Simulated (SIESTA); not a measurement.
The system is HfO2.

```
Hf O
1.0
     5.21946    0.00000    0.00000
     0.00000    5.00476    0.00000
     0.00000    0.00000    5.03269
Hf O
4 8
Direct
  0.96699 0.73252 0.74144
  0.53301 0.73252 0.24144
  0.46699 0.26748 0.74144
  0.03301 0.26748 0.24144
  0.63213 0.92865 0.87927
  0.86787 0.92865 0.37927
  0.23395 0.53988 0.49229
  0.26605 0.53988 0.99229
  0.76605 0.46012 0.99229
  0.73395 0.46012 0.49229
  0.13213 0.07135 0.87927
  0.36787 0.07135 0.37927
```

Measurements of this composition are mostly on another form, of space group No. 14.

Base run:

```yaml
Program: SIESTA 5.4.2
Functional: vdW-DF-cx
Potentials_or_basis: PseudoDojo 0.4 standard (PBE files)
Basis: DZP (energy shift 0.003 Ry; two zetas on semicore shells)
Grid_cutoff: 800 Ry
Energy_shift: 0.003 Ry
k_mesh: 5 × 6 × 5
Occupations: fermi-dirac, width 0.05 eV
Spin: no spin polarisation
```

Its results: band gap on the k mesh 4.25 eV, indirect (least direct gap 4.44 eV); pressure 6.4 GPa; largest force 0.186 eV/Å.

**Question.** After a change of settings the same cell gave: band gap on the k mesh 4.13 eV, indirect (least direct gap 4.33 eV); pressure -3.6 GPa; largest force 0.132 eV/Å. Which change was it?
A. functional from vdW-DF-cx to LDA; potentials or basis from PseudoDojo 0.4 standard (PBE files) to PseudoDojo 0.4 standard (LDA files)
B. functional from vdW-DF-cx to PBE; basis from DZP (energy shift 0.003 Ry; two zetas on semicore shells) to DZ (energy shift 0.003 Ry; two zetas on semicore shells)
C. functional from vdW-DF-cx to PBE; k mesh from 5 × 6 × 5 to 4 × 4 × 4
D. functional from vdW-DF-cx to PBE; basis from DZP (energy shift 0.003 Ry; two zetas on semicore shells) to SZ (energy shift 0.003 Ry)

**Answer.** A.

Caveats: short orbitals over semicore shells can move pressures by several GPa; spin-orbit coupling is left out, which moves the levels of the heavy elements; the basis of atomic orbitals isn't converged, which shifts pressures, moduli and gaps; the potentials were made for another functional, which shifts forces and pressure (some runs).
